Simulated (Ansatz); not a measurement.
# LiF under compression and expansion

```yaml
crystal:
  lattice:
    - [0.00000, 2.18257, 2.18257]
    - [2.18257, 0.00000, 2.18257]
    - [2.18257, 2.18257, 0.00000]
  atoms:
    - { symbol: Li, position: [0.00000, 0.00000, 0.00000] }
    - { symbol: F, position: [0.25000, 0.25000, 0.25000] }
```

The structure comes from a relaxation in the same program, started in the zincblende type, and has space group F-43m. Whether it is a known phase or the ground state wasn't checked.

All numbers are computed: DFT, PBE, all-electron LAPW, scalar-relativistic (Ansatz 0.2.0); DFT, PBE, PAW with Ansatz's default frozen-core files, scalar-relativistic (Ansatz 0.2.0).

For LAPW: a Γ-centred 16×16×16 k mesh, Fermi–Dirac smearing of 0.03 eV, basis error target 0.5 meV/atom, no spin polarisation. PAW takes a cutoff of 420 eV at this cell. The Ansatz runs share mesh, smearing and spin set-up. Plane-wave (PAW) pressures include the program's estimate of the Pulay term.

The cell above is scaled evenly, with fractional coordinates and shape held.

| V/V(cell) | V (Å³/atom) | P, LAPW (GPa) | P, PAW (GPa) | gap on the k mesh, LAPW (eV) | free energy over the lowest listed, PAW (meV/atom) |
| --- | --- | --- | --- | --- | --- |
| 0.9600 | 9.981 | 2.22 | 2.25 | 7.85 | 2.8 |
| 0.9800 | 10.189 | 1.02 | 1.05 | 7.74 | 0.7 |
| 1.0000 | 10.397 | -0.06 | -0.04 | 7.64 | 0.0 |
| 1.0200 | 10.605 | ? | ? | ? | ? |
| 1.0400 | 10.813 | -1.92 | -1.90 | 7.43 | 2.6 |

Q: Fill in the row V/V(cell) = 1.0200.

A: P, LAPW (GPa) = -1.04, P, PAW (GPa) = -1.02, gap on the k mesh, LAPW (eV) = 7.53, free energy over the lowest listed, PAW (meV/atom) = 0.7.

Q: What do Birch–Murnaghan fits to the pressures give?

A: LAPW: V0 = 10.39 Å³/atom, B0 = 52 GPa, B0′ = 4.1; PAW: V0 = 10.39 Å³/atom, B0 = 52 GPa, B0′ = 4.1.

PAW's V0 lies 0.04 % from the all-electron value and its B0 0.1 %. Symmetry fixes shape and coordinates here, so this is the relaxed modulus.
